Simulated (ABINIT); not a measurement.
## BN: relaxation of cell and atoms with PBEsol

The system is BN.

```
N B
1.0
     0.00000    3.49532    2.16609
     1.25163    0.00000    2.16609
     1.25163    3.49532    0.00000
N B
1 1
Cartesian
  1.2516 3.4953 2.8881
  1.2516 3.4953 0.0002
```

Measurements of this composition are mostly on another form, of space group No. 194.

```
Program                     : ABINIT 10.8.3 (patched build)
Task                        : relaxation of cell and atoms
Functional                  : PBEsol
Potentials or basis         : Ansatz PAW PBE default generated set, frozen core
Cutoff                      : 343 eV
k mesh                      : 10 × 10 × 10
Occupations                 : fermi-dirac, width 0.05 eV
Spin                        : no spin polarisation
Cell freedom (optcell)      : 2
Optimiser (ionmov)          : 2
Cutoff smearing ecutsm (Ha) : 0.5
Force stop (Ha/bohr)        : 2e-05
Fine-grid cutoff            : 685.727 eV
```

| Property | Result |
| --- | --- |
| Band gap on the k mesh | 3.88 eV, indirect (least direct gap 4.71 eV) |

Run time: 15 min on 1 thread of Arm Neoverse V1, with other jobs on the host, peak memory 0.22 GiB.

Caveat: the atomic spheres overlap. A k mesh can miss the band edges.
